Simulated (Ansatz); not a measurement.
## Random displacements in SrTiO₃

Level of theory: Ansatz, DFT PBE, scalar-relativistic, plane waves, PAW. Cutoff 420 eV, Γ-centred 8×8×8 k-points, Gaussian smearing of 0.05 eV. No spin polarisation. Energies are free energies at this smearing, counted from the undisturbed cell; pressure is positive in compression.

Zero of the scan (relaxed at this level; it needn't be the usual structure):

```
Sr Ti O
1.0
    -2.77771    2.77771    3.94644
     2.77771   -2.77771    3.94644
     2.77771    2.77771   -3.94644
Sr Ti O
2 2 6
Cartesian
  0.0000 2.7777 1.9732
  2.7777 0.0000 1.9732
  0.0000 0.0000 0.0000
  0.0000 0.0000 3.9464
  0.0000 0.0000 1.9732
  0.0000 0.0000 5.9197
  1.2677 4.0454 0.0000
  1.5100 1.2677 0.0000
  1.5100 -1.2677 3.9464
  1.2677 1.5100 3.9464
```

After a displacement of all atoms with no net shift, the run gives ΔE = 32.1 meV/atom; stress (xx, yy, zz, yz, xz, xy; compression positive) (1.53, 0.98, 0.75, -0.12, -0.04, 0.72) GPa; gap on the mesh 1.76 eV.

| atom | Fx (eV/Å) | Fy | Fz |
| --- | --- | --- | --- |
| Sr1 | -0.343 | 0.002 | 0.302 |
| Sr2 | -0.134 | 0.181 | -0.101 |
| Ti3 | 2.178 | 0.688 | -0.547 |
| Ti4 | -1.476 | -1.194 | 0.630 |
| O5 | -0.439 | 0.233 | -0.193 |
| O6 | -0.096 | 0.575 | -0.100 |
| O7 | 0.932 | -0.442 | -0.120 |
| O8 | -0.442 | 0.364 | -0.095 |
| O9 | 0.769 | -0.372 | -0.082 |
| O10 | -0.950 | -0.035 | 0.306 |

Question: Which displacements (Å, in the unstrained cell) and strain were applied?

Answer:
```csv
atom,ux,uy,uz
Sr1,0.07,0.01,-0.04
Sr2,0.01,-0.01,0.04
Ti3,-0.08,-0.02,0.05
Ti4,0.04,0.03,0.01
O5,0.00,0.02,0.01
O6,0.02,-0.02,-0.02
O7,-0.10,0.01,0.04
O8,0.04,-0.03,0.00
O9,-0.06,0.02,-0.01
O10,0.05,-0.01,-0.07
```
The cell is not strained.

Cost: 1 run of about 5 core-minutes, on Intel Xeon Processor @ 2.50GHz (Skylake/Cascade Lake) (shared hosts).